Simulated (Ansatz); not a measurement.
## Tuning gaps by epitaxial strain

Plane-wave DFT in Ansatz, r2SCAN, scalar-relativistic PAW potentials, cutoff 500 eV, no spin-orbit coupling; no spin polarisation. Equal strain along a and b of the conventional cell, c and the atoms relaxed; gaps sought over the whole zone. A star marks a structure that wasn't matched here to a measured phase, so it may never have been made and needn't be stable; unstarred phases aren't always the most stable ones.

```tsv
crystal	strain: gap (eV)
GaN (P6_3mc)	-6.0 %: 2.315; -4.0 %: 2.417; -2.0 %: 2.423; +0.0 %: 2.351; +2.0 %: 2.099; +4.0 %: 1.815; +6.0 %: 1.546
SnO (P4/nmm)	-6.0 %: 0.730; -4.0 %: 0.141; -2.0 %: 0.145; +0.0 %: 0.363; +2.0 %: 0.650; +4.0 %: 0.926; +6.0 %: 1.166
ZnSe₂ (Pa-3)*	-3.0 %: 0.930; -1.5 %: 1.038; +0.0 %: 1.144; +1.5 %: 1.077; +3.0 %: 1.104
TiO₂ (I4_1/amd)	-3.0 %: 2.882; -2.0 %: 2.756; -1.0 %: 2.637; +0.0 %: 2.529; +1.0 %: 2.432; +2.0 %: 2.350; +3.0 %: 2.279
```

Q: What are the slopes on either side of zero strain, and why can they differ?

A: GaN (P6_3mc) -36 and -126; SnO (P4/nmm) +109 and +144; ZnSe₂ (Pa-3)* +71 and -45; TiO₂ (I4_1/amd) -108 and -97 meV per % (over the first step on the compressive side, then on the tensile side; a positive slope means the gap grows as the plane is stretched). The slope drops from the first side to the second in GaN (P6_3mc), ZnSe₂ (Pa-3)*. The gap is the smallest distance between any valence top and conduction valley, so its slope drops where another pair takes over. In ZnSe₂ (Pa-3)* the shear part of the strain lowers the cubic symmetry and splits a degenerate band edge or a set of equal valleys, and whichever member moves into the gap sets it on each side of zero. In GaN (P6_3mc) the strain keeps the symmetry, so nothing splits at zero; most likely two bands or valleys cross within a step of it. A crossing can only lower the slope, so where it rises, as in SnO (P4/nmm), the cause is curvature. Relaxations kept the strained cell's symmetry, so distortions at large strain weren't sought, and coherent films seldom hold more than 2 to 3 %. Splitting by shear is how strain cuts scattering and transport mass in Si and Ge channels; masses under strain weren't computed. The slope of one pair of band edges is as a rule more reliable than the Kohn–Sham gap, while the strain at which pairs cross shifts with the functional.

Cost: about 57 core-minutes for the runs cited, on AMD EPYC 7R43 (Zen 3), Intel Xeon Platinum 8488C (Sapphire Rapids), Oxide Virtual Turin-like Processor (Zen 5) (shared hosts).